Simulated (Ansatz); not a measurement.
# Pb: energy change per atom and pressure against volume scale

All results are calculated (Ansatz 0.2.0). Plane-wave DFT, scalar-relativistic PAW made under PBE with cores redone for the functional, no dispersion; the given relaxed cell is scaled uniformly, energy at zero smearing counts from the unscaled cell, pressure at the given Fermi-Dirac smearing is positive in compression.

The cell before it is scaled or strained (space group Pm-3m, No. 221):
```
Pb
1.0
      3.2848     0.0000     0.0000
      0.0000     3.2848     0.0000
      0.0000     0.0000     3.2848
Pb
1
Direct
  0.00000 0.00000 0.00000
```

Settings of every row: spin polarised no; functional revPBE; wave cutoff 420 eV; smearing width 0.1 eV; k mesh 11x11x11.

Atom starting moment: 0 on all atoms.

Limits: no spin-orbit coupling, which can matter with elements this heavy; the cell comes from a prototype or a list of computed structures and needn't be the stable phase.

| row | volume scale | V (Å³/atom) | energy change per atom (meV) | pressure (GPa) |
| --- | --- | --- | --- | --- |
| 1 | 0.88 | 31.19 | 66.2 | 5.71 |
| 2 | 0.92 | 32.607 | 27.08 | 3.37 |
| 3 | 0.96 | 34.025 | ? | ? |
| 4 | 1.04 | 36.86 | 5.12 | -1.06 |
| 5 | 1.08 | 38.278 | 19.27 | -1.97 |
| 6 | 1.12 | 39.696 | 40.56 | -2.68 |

Question: what energy change per atom and pressure should row 3 give?

Worked fit of energy change per atom. Take u = (V_r/V)^(2/3) − 1 with V_r = 36.86 Å³ an atom, which is twice the finite (Eulerian) strain; such expansions in the strain, on which the Birch-Murnaghan equation of state is built, carry the rest volume and the bulk modulus. The shown rows have u = 0.11779, 0.08517, 0, -0.02485, -0.04821. Least squares give energy change per atom = 4.801 − 381.004 × u + 7632.64 × u² meV; a straight line predicts inner rows, each left out in turn, worse (root mean square 22 against 0.88 meV). The rows lie off it by 0.38, -0.64, 0.32, 0.29, -0.35 (root mean square 0.42 meV). The withheld row has u = 0.0548, so the fit gives 4.801 − 381.004 × (0.0548) + 7632.64 × (0.0548)² = 6.84 meV.

The calculation gave 6.31 meV. The fit lies 0.53 meV (8.4 % of the value, 0.87 % of the column's range) above it; its largest miss of a shown row is 0.64 meV.

Worked fit of pressure. Take u = (V_r/V)^(2/3) − 1 with V_r = 36.86 Å³ an atom, which is twice the finite (Eulerian) strain; such expansions in the strain, on which the Birch-Murnaghan equation of state is built, carry the rest volume and the bulk modulus. The shown rows have u = 0.11779, 0.08517, 0, -0.02485, -0.04821. Least squares give pressure = −1.079 + 40.007 × u + 148.24 × u² GPa; a straight line predicts inner rows, each left out in turn, worse (root mean square 0.42 against 0.047 GPa). The rows lie off it by 0.02, -0.03, 0.02, 0.01, -0.02. The pressure vanishes at u = 0.0247, or V = 35.53 Å³ an atom, and there the bulk modulus at fixed shape and fractions is B = −V dP/dV = (2/3)(1 + u) dP/du = 32.3 GPa. The withheld row has u = 0.0548, so the fit gives −1.079 + 40.007 × (0.0548) + 148.24 × (0.0548)² = 1.56 GPa.

The calculation gave 1.53 GPa. The fit lies 0.03 GPa (2 % of the value, 0.36 % of the column's range) above it; its largest miss of a shown row is 0.03 GPa.
